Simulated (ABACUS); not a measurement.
## Sc under changes of volume

One of the cells (25.253 Å³/atom); the others are scaled copies at fixed shape and fractional positions:

```xyz
1
Lattice="-1.9172 1.9172 1.7176 1.9172 -1.9172 1.7176 1.9172 1.9172 -1.7176" Properties=species:S:1:pos:R:3 pbc="T T T"
Sc    0.0000    0.0000    0.0000
```

This isn't the form of Sc at room conditions, which is hcp.

| Property | Result |
| --- | --- |
| Program | ABACUS 3.10.1 |
| Functional | PBE |
| Potentials or basis | PseudoDojo NC SR 0.4.1 PBE standard |
| Cutoff | 1075 eV |
| Density cutoff | 4299 eV |
| Basis | plane waves |
| k mesh | 10 × 10 × 10 |
| Occupations | fermi-dirac, width 0.05 eV |
| Spin | no spin polarisation |

```tsv
volume (Å³/atom)	energy over the lowest point (meV/atom)	pressure (GPa)
23.738	?	?
24.243	2.33	1.4
24.748	0.00	0.2
25.253	1.03	-0.8
25.758	5.15	-1.7
26.264	12.13	-2.6
26.769	21.74	-3.4
```

**Question.** What does the run at 23.738 Å³/atom give?

**Answer.** Energy over the lowest point 8.31 meV/atom; pressure 2.6 GPa.

Worked out: A Birch-Murnaghan fit of order 3 (a polynomial in V^(-2/3)) to the other rows has its minimum at 24.84 Å³/atom with B0 = V·E''(V) = 52 GPa and B' = 3.0 at fixed shape and positions, which overstates the stiffness. It gives 8.29 meV/atom at 23.738 Å³/atom, against the run's 8.31, and -dE/dV = 2.5 GPa, against 2.6.

Energies are extrapolated to zero smearing.
